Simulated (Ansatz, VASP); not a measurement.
**W in VASP and in Ansatz**

```
W
1.0
    -1.60075    1.60075    1.60075
     1.60075   -1.60075    1.60075
     1.60075    1.60075   -1.60075
W
1
Cartesian
  0.0000 0.0000 0.0000
```

Alike in both runs: task relaxation of cell and atoms; functional LDA; k mesh 8 × 8 × 8; occupations gaussian, width 0.1 eV; no spin polarisation.

```csv
,VASP,Ansatz
version,VASP 6.6.1,Ansatz 0.2.0
potentials or method,"VASP PAW LDA potentials, release 64 (W_sv)","scalar-relativistic, plane waves, PAW"
plane-wave cutoff (eV),600,420
valence electrons in the cell,14,14
```

|  | VASP | Ansatz | Ansatz less VASP |
| --- | --- | --- | --- |
| gap on the k mesh at the Fermi level, each at its own relaxed structure (eV) | none | none | - |
| relaxed volume (Å³/atom) | 15.56 | 15.45 | -0.107 |
| relaxed cell length with the largest relative difference (Å) | 2.724 | 2.718 | -0.0063 |
| energy change over the relaxation (meV/atom) | -47 | -57 | -9.9 |

A gap of «none» marks a metal or a gap that the smearing closes. Ansatz warned: «pseudo_functional_mismatch».

 LDA usually gives volumes a few per cent too small. The runs have no spin-orbit coupling, so splittings on W are missing.
